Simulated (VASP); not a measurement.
AlGa3N4:

```
CELL_PARAMETERS angstrom
0.00000 0.00000 -5.13241
3.15932 5.47211 0.00000
3.15932 -5.47211 0.00000
ATOMIC_POSITIONS crystal
Al 0.00000 0.16667 0.33333
Al 0.50000 0.33333 0.66667
Ga 0.00000 0.16667 0.83333
Ga 0.00000 0.66667 0.33333
Ga 0.00000 0.66667 0.83333
Ga 0.50000 0.33333 0.16667
Ga 0.50000 0.83333 0.66667
Ga 0.50000 0.83333 0.16667
N 0.62500 0.16667 0.33333
N 0.62500 0.16667 0.83333
N 0.62500 0.66667 0.33333
N 0.62500 0.66667 0.83333
N 0.12500 0.33333 0.66667
N 0.12500 0.33333 0.16667
N 0.12500 0.83333 0.66667
N 0.12500 0.83333 0.16667
```

The cell was built by a generator and needn't be a form met in nature.

```yaml
Program: VASP 6.6.1
Task: relaxation of cell and atoms
Functional: PBEsol
Potentials_or_basis: VASP PAW PBE potentials, release 64 (Al, Ga_d, N)
Cutoff: 600 eV
k_mesh: 6 × 6 × 6
Occupations: gaussian, width 0.03 eV
Spin: no spin polarisation
```

At the start: pressure 0.8 GPa; volume 11.09 Å³/atom.

**Question.** Where does the relaxation end?

**Answer.** Over 11 steps the energy falls by 8.4 meV/atom and the volume is 11.13 Å³/atom (+0.3 %); space group Cmc2_1 (No. 36, to 0.05 Å).

The path:
| step | energy change (eV) | largest force (eV/Å) | pressure (GPa) | volume (Å³) |
| --- | --- | --- | --- | --- |
| 1 | 0.0000 | 0.9255 | 0.82 | 177.46 |
| 2 | -0.1178 | 0.2998 | -0.93 | 178.92 |
| 3 | -0.1201 | 0.2447 | -0.76 | 178.75 |
| 4 | -0.1327 | 0.0894 | 0.46 | 177.59 |
| 5 | -0.1335 | 0.0741 | 0.20 | 177.81 |
| 6 | -0.1344 | 0.0446 | -0.10 | 178.08 |
| 7 | -0.1345 | 0.0362 | -0.01 | 178.04 |
| 8 | -0.1345 | 0.0376 | -0.06 | 178.05 |
| 9 | -0.1346 | 0.0163 | 0.02 | 177.99 |
| 10 | -0.1346 | 0.0151 | 0.06 | 177.97 |
| 11 | -0.1347 | 0.0069 | -0.09 | 178.05 |

Final structure:
```yaml
crystal:
  lattice:
    - [0.00000, 0.00000, -5.13906]
    - [3.16324, 5.47889, 0.00000]
    - [3.16111, -5.47766, 0.00000]
  atoms:
    - { symbol: Al, position: [0.00157, 0.16744, 0.33489] }
    - { symbol: Al, position: [0.50157, 0.33256, 0.66511] }
    - { symbol: Ga, position: [0.00097, 0.16799, 0.83279] }
    - { symbol: Ga, position: [0.00136, 0.66634, 0.33268] }
    - { symbol: Ga, position: [0.00097, 0.66480, 0.83279] }
    - { symbol: Ga, position: [0.50097, 0.33201, 0.16721] }
    - { symbol: Ga, position: [0.50136, 0.83366, 0.66732] }
    - { symbol: Ga, position: [0.50097, 0.83520, 0.16721] }
    - { symbol: N, position: [0.63116, 0.17015, 0.34030] }
    - { symbol: N, position: [0.62062, 0.17058, 0.83032] }
    - { symbol: N, position: [0.62273, 0.66638, 0.33275] }
    - { symbol: N, position: [0.62062, 0.65974, 0.83032] }
    - { symbol: N, position: [0.13117, 0.32985, 0.65970] }
    - { symbol: N, position: [0.12062, 0.32942, 0.16968] }
    - { symbol: N, position: [0.12273, 0.83362, 0.66725] }
    - { symbol: N, position: [0.12062, 0.84026, 0.16968] }
```

Caveat: the PAW data sets were made with another functional, which shifts forces and pressure a little.
